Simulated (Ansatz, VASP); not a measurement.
# TePb in VASP and in Ansatz

```
Te Pb
1.0
     0.00000    3.22157    3.22157
     3.22157    0.00000    3.22157
     3.22157    3.22157    0.00000
Te Pb
1 1
Direct
  0.50000 0.50000 0.50000
  0.00000 0.00000 0.00000
```

Alike in both runs: task relaxation of cell and atoms; functional PBEsol; k mesh 8 × 8 × 8; no spin polarisation.

|  | VASP | Ansatz |
| --- | --- | --- |
| version | VASP 6.6.1 | Ansatz 0.2.0 |
| potentials or method | VASP PAW PBE potentials, release 64 (Te, Pb_d) | scalar-relativistic, plane waves, PAW |
| plane-wave cutoff (eV) | 600 | 420 |
| occupations | gaussian, width 0.01 eV | fixed |
| valence electrons in the cell | 20 | 30 |

```tsv
	VASP	Ansatz	Ansatz less VASP
gap on the k mesh at the Fermi level, each at its own relaxed structure (eV)	0.65	0.65	-0.004
relaxed volume (Å³/atom)	33.44	33.44	0.000
relaxed cell length with the largest relative difference (Å)	4.556	4.556	0.0000
```

The two sets of potentials don't hold the same shells in valence.

Caveats: the relaxation stopped at its first step, so nothing moved; the PAW data sets were made with another functional, which shifts forces and pressure a little (VASP); spin-orbit coupling is left out, which as a rule narrows the gap of such compounds by several tenths of an eV. A k mesh can miss the band edges.
